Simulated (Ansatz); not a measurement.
## Relaxation path: As (hcp type)

DFT, PBE, PAW with Ansatz's default frozen-core files, scalar-relativistic (Ansatz 0.2.0); a Γ-centred 15×15×8 k mesh, Fermi–Dirac smearing of 0.08 eV, no spin polarisation. The run relaxes cell and atoms at a target pressure of 9.3 GPa.

Command: `ansatz run input.yaml --threads 1 --pin off --max-ram 3584MiB --backend cpu --events-out ev --progress --plain --runs-dir out` It took 12 s on 1 thread of Intel(R) Xeon(R) 6975P-C (Granite Rapids), with other jobs on the host, peak memory 0.43 GiB.

```yaml
crystal:
  lattice:
    - [2.9253981218, 0.0, 0.0]
    - [-1.4626990609, 2.5334690897, 0.0]
    - [0.0, 0.0, 4.7391449574]
  atoms:
    - { symbol: As, position: [0.3333333333, 0.6666666667, 0.25] }
    - { symbol: As, position: [0.6666666667, 0.3333333333, 0.75] }
kpoints:
  mp_grid: { grid: [15, 15, 8] }
scf:
  occupations: { method: fermi_dirac, width: 0.08 }
hamiltonian:
  xc: pbe
  pseudopotentials: { kind: paw }
output:
  forces: true
  stress: true
  eigenvalues: true
relax:
  f_tol: 0.005
  max_steps: 40
  cell: { p_target: 9.3, stress_tol: 0.03 }
```

Each step lists its enthalpy F + pV a cell above the last geometry, the pressure, the cell vectors (Å), and Cartesian positions (Å) with forces (eV/Å).

The first step:

```
step 1  dH = 6.21 meV  P = 9.18 GPa
  cell 2.9254 0.0000 0.0000  -1.4627 2.5335 0.0000  0.0000 0.0000 4.7391
  As 0.0000 1.6890 1.1848   0.0000 0.0000 0.0000
  As 1.4627 0.8445 3.5544   0.0000 0.0000 0.0000
```

**Question.** Where does the relaxation end, and by which steps?

**Answer.** After 4 geometries, with conventional a, b, c = 2.897, 2.897, 4.830 Å, at 17.553 Å³/atom (-0.05 % against the start) in space group P6_3/mmc, with a shortest distance of 2.897 Å. The further steps:
```
step 2  dH = 0.12 meV  P = 9.62 GPa
  cell 2.8966 0.0000 0.0000  -1.4483 2.5086 0.0000  0.0000 0.0000 4.8182
  As 0.0000 1.6724 1.2045   0.0000 0.0000 0.0000
  As 1.4483 0.8362 3.6136   0.0000 0.0000 0.0000
step 3  dH = 0.31 meV  P = 8.78 GPa  (not accepted)
  cell 2.9001 0.0000 0.0000  -1.4501 2.5116 0.0000  0.0000 0.0000 4.8416
  As 0.0000 1.6744 1.2104   0.0000 0.0000 0.0000
  As 1.4501 0.8372 3.6312   0.0000 0.0000 0.0000
step 4  dH = 0.00 meV  P = 9.31 GPa
  cell 2.8971 0.0000 0.0000  -1.4485 2.5089 0.0000  0.0000 0.0000 4.8297
  As 0.0000 1.6726 1.2074   0.0000 0.0000 0.0000
  As 1.4485 0.8363 3.6223   0.0000 0.0000 0.0000
step 5  dH = 0.00 meV  P = 9.31 GPa  (same geometry on a basis chosen anew; earlier energies don't compare to the last digit)
  cell 2.8971 0.0000 0.0000  -1.4485 2.5089 0.0000  0.0000 0.0000 4.8297
  As 0.0000 1.6726 1.2074   0.0000 0.0000 0.0000
  As 1.4485 0.8363 3.6223   0.0000 0.0000 0.0000
```
